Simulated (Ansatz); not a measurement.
Consider Ti$_{3}$SiC$_{2}$ (space group P6_3/mmc, No. 194).

```xyz
12
Lattice="3.0728 0.0000 0.0000 -1.5364 2.6611 0.0000 0.0000 0.0000 17.7228" Properties=species:S:1:pos:R:3 pbc="T T T"
Ti     0.0000     0.0000     0.0000
Ti     0.0000     0.0000     8.8614
Ti     0.0000     1.7741     2.3906
Ti     1.5364     0.8870    11.2520
Ti     1.5364     0.8870    15.3322
Ti     0.0000     1.7741     6.4708
Si     0.0000     0.0000     4.4307
Si     0.0000     0.0000    13.2921
C      0.0000     1.7741    10.1433
C      1.5364     0.8870     1.2819
C      1.5364     0.8870     7.5795
C      0.0000     1.7741    16.4410
```

Cartesian axes are those of the cell as printed.

Calculations: plane-wave PAW DFT at the PBE level (Ansatz, a first-principles code, 420 eV), no spin-orbit coupling.

Before the change:

```
Quantity   Result
--------  -------
Pressure  0.0 GPa
```

One thing is altered: strain tensor (xx, yy, zz, yz, xz, xy) = (−0.56, −2.02, −0.30, −0.53, +0.58, −0.40) %; the atoms relax in the strained cell.

Task: Predict the new energy relative to the base and pressure.

Result: The energy rises by 9.7 meV/atom; the pressure (mean of the normal stresses, compression positive) goes from zero to 5.8 GPa.

Without a gap, meshes like the base's 14×14×3 leave anisotropic stresses uncertain by several tenths of a GPa, and small strain energies with them. Whether these cells are dynamically stable was not tested. All final runs are without spin polarisation.
